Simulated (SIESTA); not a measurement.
GaN:

```
Ga N
1.0
     3.18000    0.00000    0.00000
    -1.59000    2.75396    0.00000
     0.00000    0.00000    5.16600
Ga N
2 2
Direct
  0.66667 0.33333 0.50000
  0.33333 0.66667 0.00000
  0.66667 0.33333 0.87500
  0.33333 0.66667 0.37500
```

Base run:

| Property | Result |
| --- | --- |
| Program | SIESTA 5.4.2 |
| Functional | vdW-DF-cx |
| Potentials or basis | PseudoDojo 0.4 standard (PBE files) |
| Basis | DZP (energy shift 0.003 Ry; two zetas on semicore shells) |
| Grid cutoff | 800 Ry |
| Energy shift | 0.003 Ry |
| k mesh | 10 × 10 × 5 |
| Occupations | fermi-dirac, width 0.05 eV |
| Spin | no spin polarisation |

Its results: band gap on the k mesh 2.02 eV, direct; pressure 6.3 GPa; largest force 0.125 eV/Å.

Problem. After a change of settings the same cell gave: band gap on the k mesh 2.06 eV, direct; pressure 10.0 GPa; largest force 0.128 eV/Å. Which change was it?
A. functional from vdW-DF-cx to RPBE
B. functional from vdW-DF-cx to BLYP
C. functional from vdW-DF-cx to PBE

Solution. C.

Caveats: the basis of atomic orbitals isn't converged, which shifts pressures, moduli and gaps; the potentials were made for another functional, which shifts forces and pressure (some runs).
